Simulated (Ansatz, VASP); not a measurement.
# Si95C96 (V_Si) in two plane-wave programs

One calculation is typed for both programs; each brings its own data sets. How far apart do they land? The cell is taken from a series of runs on this material, whose earlier steps may have relaxed, scaled, displaced or heated it; both programs get it as it stands.

Main program and level: Ansatz 0.2.0; plane waves, with VASP 6.6.1 beside it; single point at PBEsol.

## (1) The structure

The cell holds 191 atoms: 95 Si and 96 C. Cell: a = 12.315 Å, b = 12.315 Å, c = 15.108 Å, α = 90.0°, β = 90.0°, γ = 120.0°. It derives from SiC (SiC (P6_3mc)). Nearest the centre at fractional (0.500, 0.500, 0.500): C136 at 2.02 Å, C130 at 2.02 Å, C160 at 2.03 Å, C157 at 2.03 Å, Si41 at 3.06 Å, Si59 at 3.06 Å, Si32 at 3.06 Å, Si35 at 3.06 Å. The cell carries charge −1.

## (2) Ansatz: single point, PBEsol

Ansatz runs on its PAW soft_1 files.

With cell and atoms fixed, the geometry can't cause a difference; cores, projectors, grids and the points listed under the comparison can.

Input file input.yaml:

```yaml
crystal:
  checkpoint: "../qm1_M3.relax.run"
  host: checkpoint
total_charge: -1
basis:
  ecutwfc: 420
  xc_grid: 2
hamiltonian:
  xc: pbesol
  pseudopotentials: { kind: paw, azcp: { folder: soft_1 }, xc_functional: pbe }
kpoints:
  mp_grid: { grid: [1, 1, 1], shift: [0.25, 0.25, 0.25] }
magnetization:
  spin_polarized: true
  initial_magnetization: 3
  spin_locking: { lock_magnetization: hard }
scf:
  occupations: { method: fixed }
  max_iter: 80
output:
  forces: true
  charged_corrections:
    epsilon: [7.09, 7.09, 7.35]
    static_epsilon: [10.42, 10.42, 10.95]
    defect_position: [0.5, 0.5, 0.499716]
  eigenvalues: true
  eigenstates: { localisation: true }
  efg: {}
checkpoint:
  read: "../qm1_M3.relax.run"
  write: "../qm1_M3.quarter.run"
  compress: false
  write_wavefunctions: false
  write_every: 100000
```

Command:

```console
$ ansatz run input.yaml --threads 32 --pin off --max-ram 84787MiB --backend cuda --events-out ev --progress --plain --runs-dir out --max-vram 78GiB
```

Numbers of over 12 decimals in the logs are rounded to 6 here.

The program printed:

```text
crystal.checkpoint: the structure is that of <dir>, a `relax` run, at its step 5: its result, under pbesol at a charge of -1 e; 191 atoms read, 0 with a starting moment; crystal.structure_sha256 for this input is
Engine: ansatz 0.2.0, aarch64-unknown-linux-gnu
Pseudopotentials: kind: paw
Pseudopotential: Si, paw, valence charge 4, recommended cutoff 420 eV (normal), soft_1/Si.paw.azcp
Pseudopotential: C, paw, valence charge 4, recommended cutoff 420 eV (normal), soft_1/C.paw.azcp
Functional definition: PBEsol
  exchange = pbesol_x
  correlation = pbesol_c
device memory: the entry about to start is reckoned to put 14.3 GiB on a device that reports 169.4 GiB free (of which the cap on the GPU budget leaves the run 78.0 GiB)
GPU FFT provider: cuFFT
GPU libraries: cuBLAS 13.8.1, cuFFT 12.4.0, cuSOLVER 12.3.2
GPU matrix products: emulated (plane waves: as basis.precision tells), large ones in fixed point in workspaces of 1.00 GiB
Crystal: 191 atoms, lattice volume = 1984.457 Å³
Basis set: ecut = 420 eV, 38877 PW (Γ), exchange–correlation on 180×180×216 points (8 copies of the dense FFT grid, shifted against one another)
Bands: 575, of which v1, the nominal top of the filled ones, is band 383 counted from 1 (382 counted from 0)
Symmetry: 1 space group operations
Space group: P1 (ITA 1), of the structure as read, at distance tolerance 1.3e-4 Å
Magnetic group: BNS 1.1 (UNI 1), of the structure as read, at distance tolerance 1.3e-4 Å
k-points: 1
Non-local potential: Si, projectors of the file, l = 0: 2, l = 1: 2, l = 2: 1
Non-local potential: C, projectors of the file, l = 0: 2, l = 1: 2, l = 2: 1
PAW form: soft (Blöchl's): semilocal exchange-correlation on the pseudo side does not see the compensation charge
PAW frozen core: Si, regenerated for the run's functional, and the local potential with it (the file was generated under x = pbe(κ = 0.804, μ = 0.219515), c = pbe(β = 0.066725))
PAW frozen core: C, regenerated for the run's functional, and the local potential with it (the file was generated under x = pbe(κ = 0.804, μ = 0.219515), c = pbe(β = 0.066725))
PAW one-centre angular grid: Si, 110 points (default); XC on 64 Gauss nodes
PAW one-centre angular grid: C, 110 points (default); XC on 64 Gauss nodes
Initial density: read from a saved state, or passed on in memory by an earlier SCF of this step, an earlier step, the calling program or the single point that the run made first
Stability of the state it starts from, as read at its close in the collinear treatment: not read negative (Ritz values of 1 − χ₀K, real part plus size of imaginary part, from 1.0 to 2.2, by its mixing steps under no symmetry); read among states of the locked total moment alone; its run was given moments
Starting moments: Σ|m| = 3 μB on 191 of 191 sites; this step starts from the density that it was given
Initial wavefunctions: those read from a saved state, or passed on in memory by an earlier step or the calling program
GPU buffer pool allocated for 874800 grid points (all kernels)
GPU transforms: local potential and band sums: pruned to the plane-wave sphere, on 81×81×108
Functional: x = pbesol(κ = 0.804, μ = 0.123457), c = pbesol(β = 0.046)
SCF iter   1: F=—  HF=-82758.772735 eV  |Δ(HF+E_count)|=         —  Δρ=2.38e-7 (↑2.01e-7 ↓2.38e-7)  dr2=3.42e-9  dr2_m=3.49e-10  M=3.000 μB ∫|m|=3.179 μB  Hψ=2658
preconditioner: auto → Resta (q_TF=auto, 2.328 Å⁻¹)  ε∞=4.8  [insulator: Δε(μ)=1.200 eV  Ē_g=11.834 eV  n_scr=436 (ndim 8)  ℏωp=23.1 eV  f_vac=0.000  ε∞_Penn≈4.8]
spin=Collinear: Resta preconditioning applied to the charge; magnetization (m = ρ↑ − ρ↓) channel mixes plain (no charge-response kernel on spin).
SCF iter   2: F=-82758.772735 eV  HF=-82758.772735 eV  |Δ(HF+E_count)|=  2.18e-10  Δρ=1.64e-7 (↑1.45e-7 ↓1.64e-7)  dr2=1.43e-9  dr2_m=1.83e-10  M=3.000 μB ∫|m|=3.179 μB  Hψ=1162
SCF 1 converged in 2 iterations: F = -82758.772735 eV  dr2 = 1.43e-9
  greatest PAW one-centre occupation: 0.675 electrons in one spin orbital (limit 2), on the C atom at site 126 (counted from 0), in its partial waves of l = 0
SCF converged after 2 iterations
Stability checked in part: among states of this total moment the steps that led to this state did not find it unstable. No probe was made; neither looks for a lower state of another moment (fixed_total_moment; see scf.lower_state_search)
Magnetization: 3.0000 μB (384.0000 up, 381.0000 down)
Absolute magnetization: 3.1851 μB (∫|ρ↑−ρ↓|, with the PAW one-centre terms)
Spin contamination: 0.0128 ħ² per cell (⟨S²⟩ above its minimum at these occupations)
Per-site moments (μB) at R_I (Å): [(1.5834727028599898e-5, 0.777648), (-0.000188736, 0.774442), (-0.000216924, 0.777624), (1.1919637205381024e-5, 0.777024), (0.00420835, 0.774916), (6.060049596428896e-6, 0.777907), (0.000123563, 0.777545), (-4.090493316522375e-5, 0.776364), (0.000492309
Free energy (F): -82758.772735 eV
Harris-Foulkes:  -82758.772735 eV  (|F-HF|=5.53e-10)
Internal energy: -82758.772735 eV  (E = F + TS)
E sigma→0 (E₀):  -82758.772735 eV
Fermi energy:    9.843604 (↑ 9.843604, ↓ 9.285574) eV
--- Per-component energies (eV) ---
  E_band       = 2607.451196
  E_kinetic    = 12714.807821
  E_local      = -9335.140256  (includes V_loc(G=0)·N_el)
  E_nonlocal   = 4344.257265
  E_hartree    = 3081.981526
  E_xc         = -10009.731088
  E_vxc        = -10374.074855  (∫ρ·V_xc dr)
  E_paw        = -56515.466023  (= ΣΔE_a)
  E_vpaw       = -906.366855  (= ΣTr[D̂ρ^β])
  E_aug_tail   = 0.004768  (compensation charges beyond the density's cutoff)
  E_ewald      = -27044.510661
  E_core_change = 5.023913  (= ΣΔE_core)
  E_smearing   = -0.000000  (= −TS)
  E_closure    = 0.000000  (closes the sum)
  E_deformation_potential = -17.952022  (in the stress; not in F)
  Σ components = -82758.772735   (vs F -82758.772735, Δ=0.00e0)
--- Forces (eV/Å), atoms counted from 1 ---
  atom   1  Si    -0.00064933    -0.00044237     0.00041929
  atom   2  Si     0.00069621    -0.00017353    -0.00057458
  atom   3  Si    -0.00046000    -0.00007378    -0.00011360
  atom   4  Si    -0.00059789    -0.00015223    -0.00001073
  atom   5  Si    -0.00018880    -0.00180445    -0.00034092
  atom   6  Si    -0.00096105     0.00016582     0.00096871
  [... 185 more lines of this table ...]
  max |Σ_I F_I| component: 3.38e-5 eV/Å
--- PAW observables at the nuclei: V_zz in 10²¹ V/m², potentials from the cell's mean, atoms counted from 1 ---
  atom   1  Si V_zz =    -0.168267   η = 0.8207   by run symmetry: allowed
            electrostatic potential = -1361.883130 V   contact ρ = 12823.466744 e/Å³   contact ρ_s (e/Å³): all electrons -0.000187, valence -0.000166
  atom   2  Si V_zz =    +0.417398   η = 0.8409   by run symmetry: allowed
            electrostatic potential = -1361.958237 V   contact ρ = 12823.441728 e/Å³   contact ρ_s (e/Å³): all electrons -0.009959, valence -0.010101
  atom   3  Si V_zz =    -0.247209   η = 0.8553   by run symmetry: allowed
            electrostatic potential = -1361.948137 V   contact ρ = 12823.411947 e/Å³   contact ρ_s (e/Å³): all electrons -0.007374, valence -0.007439
  [... 376 more lines of this table ...]
--- Charged-cell corrections in eV (Makov–Payne, q = -1.000 e, ε = [7.090, 7.090, 7.350] of the electrons, [10.420, 10.420, 10.950] with the ions) ---
  F (periodic)     = -82758.772735  (uncorrected; the corrections below are reported, never added to it)
  E_corr1          = +0.223079  (monopole, q²α_M/2ε̄L, of the cell on which ε is isotropic)
  F Makov-Payne    = n/a  (the rows are of the electrons' constant alone; ansatz place-levels tells what screens the charge)
  no potential alignment in this run, which stands beside a crystal: run the host's input off ansatz write-host-input, and read the two finished runs by ansatz place-levels (neither reads a slab, a wire or a sheet, whose cell leaves a vacuum)
--- Band table (eV) ---
  k-point 0 ↑: bands = ["-5.9037", "-5.6530", "-5.6365", "-5.5888", "-5.3764", "-5.2975", "-5.0884", "-4.8550", "-4.8443", "-4.8408", "-4.7662", "-4.5713", "-4.5332", "-4.3313", "-4.3101", "-4.1054", 
  k-point 0 ↓: bands = ["-5.8967", "-5.6483", "-5.6272", "-5.5759", "-5.3686", "-5.2730", "-5.0779", "-4.8506", "-4.8368", "-4.8285", "-4.7420", "-4.5572", "-4.5145", "-4.3194", "-4.2993", "-4.1009",
```

## (3) VASP: single point, PBEsol

The same cell, functional and mesh now go to VASP, with its own data sets.

Lines of VASP's logs that name or quote its potential files are left out, and so is its time.

Input file INCAR:

```
SYSTEM = Si95C96
PREC = Accurate
ENCUT = 520
EDIFF = 1E-06
NELM = 200
ISMEAR = 0
SIGMA = 0.01
LREAL = Auto
ALGO = Normal
GGA = PS
NELECT = 765
NBANDS = 516
ISPIN = 2
MAGMOM = 0 -0 -0 0 0 0 0 -0 0 0 -0 -0 0 -0 -0 0 0 0 -0 0 0 0 -0 0 0 -0 -0 0 -0 0 -0 0 0 -0 0 -0 0 0 0 0 0 -0 -0 -0 -0 0 -0 0 -0 0 0 0 0 0 -0 -0 0 -0 0 -0 -0 0 0 -0 0 0 -0 0 0 0 -0 0 0 0 0 -0 -0 0 0 0 0 -0 -0 0 -0 -0 0 0 -0 0 -0 -0 0 0 -0 0 -0 0 0 0.02 -0 0 0 0 -0 0 0 0 -0 0 0 0.03 0 0 -0 0 0 0 0 0 0 0.02 0 0.03 0 -0 0 0 0.02 0.32 0 -0 0 0.02 0.02 0.31 0 0 0 0 0 0.03 0 0 -0 0 0 -0 0 0 0 0 -0 0 0 0 0.31 0 0.02 0.32 0 -0 0 0 -0 0 -0 0 0 0 0 0 0 0 0 0 0 -0 0 0 0 0.02 0 0.03 0 -0 0 0 0 0.02 0
LORBIT = 11
LWAVE = .FALSE.
LCHARG = .FALSE.
ISIF = 2
ISYM = 0
NUPDOWN = 3
LASPH = .TRUE.
GGA_COMPAT = .FALSE.
```

Input file POSCAR:

```
Si95C96
1.0
   12.3154004901      0.0000000000      0.0000000000
   -6.1577002451     10.6654496822      0.0000000000
    0.0000000000      0.0000000000     15.1082474186
Si C
95 96
Direct
    0.0838300000      0.1667800000      0.8326100000
    0.1668800000      0.0837800000      0.3330300000
[... 5 atom lines left out ...]
    0.1671500000      0.3337200000      0.3329600000
    0.1674500000      0.3337500000      0.6659900000
[... 22 atom lines left out ...]
    0.4170800000      0.3340600000      0.3345400000
    0.4176800000      0.3349300000      0.6655200000
[... 1 atom line left out ...]
    0.2513600000      0.2518000000      0.4993900000
[... 2 atom lines left out ...]
    0.4170500000      0.5833300000      0.3345700000
    0.4175800000      0.5828100000      0.6652800000
[... 1 atom line left out ...]
    0.2515900000      0.4997700000      0.4993200000
[... 14 atom lines left out ...]
    0.6667100000      0.3336700000      0.3329100000
    0.6667200000      0.3336700000      0.6660300000
[... 1 atom line left out ...]
    0.5009400000      0.2521300000      0.4992600000
[... 2 atom lines left out ...]
    0.6663200000      0.5833000000      0.3345300000
    0.6654600000      0.5826800000      0.6655400000
[... 3 atom lines left out ...]
    0.6666700000      0.8332400000      0.3329600000
    0.6666400000      0.8329400000      0.6659800000
[... 1 atom line left out ...]
    0.5006300000      0.7488400000      0.4993000000
[... 17 atom lines left out ...]
    0.7483000000      0.4994500000      0.4992400000
[... 5 atom lines left out ...]
    0.7486300000      0.7490600000      0.4993800000
[... 5 atom lines left out ...]
    0.1663100000      0.0834500000      0.5411000000
[... 5 atom lines left out ...]
    0.1664300000      0.3332700000      0.5413100000
[... 5 atom lines left out ...]
    0.1662700000      0.5831200000      0.5411400000
[... 9 atom lines left out ...]
    0.3336100000      0.1667300000      0.7084300000
[... 1 atom line left out ...]
    0.4173200000      0.0834400000      0.5411400000
[... 2 atom lines left out ...]
    0.2495700000      0.2499000000      0.3741400000
    0.3336200000      0.4167900000      0.7082500000
    0.4164800000      0.3327300000      0.2078900000
    0.4108300000      0.3211900000      0.5443700000
[... 2 atom lines left out ...]
    0.2495000000      0.5001000000      0.3741300000
    0.3336100000      0.6667900000      0.7084800000
    0.4164400000      0.5839400000      0.2079100000
    0.4110700000      0.5893300000      0.5441400000
[... 5 atom lines left out ...]
    0.4173100000      0.8341600000      0.5411100000
[... 8 atom lines left out ...]
    0.5003300000      0.2499300000      0.3741100000
    0.5836900000      0.4166900000      0.7083200000
[... 1 atom line left out ...]
    0.6672600000      0.3331400000      0.5413100000
[... 2 atom lines left out ...]
    0.5000800000      0.5003100000      0.3655200000
    0.5836000000      0.6667500000      0.7082500000
[... 1 atom line left out ...]
    0.6792500000      0.5895900000      0.5443700000
[... 2 atom lines left out ...]
    0.5002900000      0.7508900000      0.3741100000
[... 2 atom lines left out ...]
    0.6671400000      0.8339700000      0.5413000000
[... 14 atom lines left out ...]
    0.7504600000      0.5000500000      0.3741000000
    0.8336700000      0.6667800000      0.7084500000
[... 1 atom line left out ...]
    0.9169800000      0.5830900000      0.5411300000
[... 2 atom lines left out ...]
    0.7505000000      0.7508300000      0.3741400000
[... 2 atom lines left out ...]
    0.9169900000      0.8341200000      0.5411000000
    0.8336400000      0.9168200000      0.0414100000
```

Input file KPOINTS:

```
Points of the shifted mesh
1
Reciprocal
 0.2500000000  0.2500000000  0.2500000000 1
```

The projector-augmented-wave data sets are Si and C (PBE family, release 64).

Command:

```console
$ export OMP_NUM_THREADS=3
$ mpirun -np 1 vasp_std
```

The program printed:

```text
[banner, memory and clock lines left out]
running    1 mpi-ranks, on    1 nodes
[...]
Offloading initialized ...    1 GPUs detected
[...]
|                                                                             |
|               ----> ADVICE to this user running VASP <----                  |
|                                                                             |
|     You enforced a specific xc type in the INCAR file but a different       |
|     [... a line on the potential file left out ...]
|     I HOPE YOU KNOW WHAT YOU ARE DOING!                                     |
|                                                                             |

 LDA part: xc-table for (Slater+PW92), standard interpolation
 POSCAR, INCAR and KPOINTS ok, starting setup
[...]
entering main loop
       N       E                     dE             d eps       ncg     rms          rms(c)
DAV:   1     0.232636735811E+04    0.23264E+04   -0.34876E+05  2064   0.134E+03
DAV:   2    -0.139214317266E+04   -0.37185E+04   -0.35105E+04  2496   0.241E+02
DAV:   3    -0.167003503286E+04   -0.27789E+03   -0.27460E+03  2512   0.616E+01
DAV:   4    -0.167688265623E+04   -0.68476E+01   -0.68137E+01  2496   0.104E+01
DAV:   5    -0.167710419693E+04   -0.22154E+00   -0.22114E+00  2544   0.177E+00BRMIX: very serious problems
 the old and the new charge density differ
 old charge density:   764.00000 new  765.00000
    0.854E+01
DAV:   6    -0.151472912568E+04    0.16238E+03   -0.51646E+02  2376   0.221E+01    0.386E+01
DAV:   7    -0.150898508033E+04    0.57440E+01   -0.47142E+01  2568   0.700E+00    0.159E+01
DAV:   8    -0.150786561003E+04    0.11195E+01   -0.36888E+00  2360   0.220E+00    0.503E+00
DAV:   9    -0.150773136027E+04    0.13425E+00   -0.40259E-01  2416   0.949E-01    0.146E+00
[...]
DAV:  16    -0.150774371547E+04   -0.58005E-05   -0.24993E-06  1600   0.243E-03    0.674E-03
DAV:  17    -0.150774371908E+04   -0.36136E-05   -0.13603E-06  1368   0.158E-03    0.364E-03
DAV:  18    -0.150774371927E+04   -0.18567E-06   -0.29682E-07  1304   0.886E-04
   1 F= -.15077437E+04 E0= -.15077437E+04  d E =-.958261E-12  mag=     2.9986
```

OUTCAR, selected parts (step 3):

```text
 magnetization (x)
# of ion       s       p       d       tot
------------------------------------------
    1       -0.000   0.000   0.000   0.000
    2       -0.000  -0.000   0.000  -0.000
    3       -0.000  -0.000   0.000  -0.001
    4       -0.000   0.000   0.000   0.000
    5        0.002   0.005   0.000   0.007
    6       -0.000   0.000   0.000  -0.000
[...]
189       -0.000   0.000   0.000   0.000
  190        0.003   0.014   0.000   0.018
  191       -0.000   0.000   0.000   0.000
--------------------------------------------------
tot          0.124   1.364   0.000   1.487
```

The run ends at a pressure of 1.37 GPa, with forces up to 0.022 eV/Å.

## (4) Side by side

Known differences besides the potentials themselves: VASP starts from the moments at which Ansatz ended; fixed occupations in Ansatz, narrow Gaussian smearing in VASP; the cutoff is 420 eV in Ansatz and 520 eV in VASP (PREC = Accurate, projectors in real space); Ansatz makes its cores anew for this functional, VASP keeps those of its PBE data sets; site moments are counted in spheres of each program's own size. Total energies have different zeros and are not compared.

Both answers:

```
                             quantity  Ansatz  VASP  difference
total moment, fixed by the input (μB)    3.00  3.00        0.00
                  moment on C160 (μB)    0.32  0.30       +0.02
                  moment on C130 (μB)    0.32  0.30       +0.02
                  moment on C136 (μB)    0.31  0.29       +0.02
                  moment on C157 (μB)    0.31  0.29       +0.02
```

At this near-relaxed geometry the largest component of a force difference is 19 meV/Å. The cell carries a charge of -1 e against a uniform background, so its pressure also hangs on how the neutralising background is counted, and in a defect's cell a gap may be the spacing between its levels.

## (5) What came out

```yaml
difference_in_moment_on_c160_single_point_pbesol: 0.021 μB
```

In words: The difference in moment on C160 is 0.021 μB (single point, PBEsol). How closely two codes agree says nothing of how well the functional describes the real material.

[Lines on the potential files, build, host, timing and source positions are cut from VASP's logs without a mark.]

[Logs are printed without paths, hosts, clocks, repeated set-up lines and the standing remarks that a program may print on its own settings, such as how far it seeks lower states.]

[Hosts, paths, dates, database ids (printed as entryN), source tags and the programs' standing remarks are cut or masked in the printed files.]
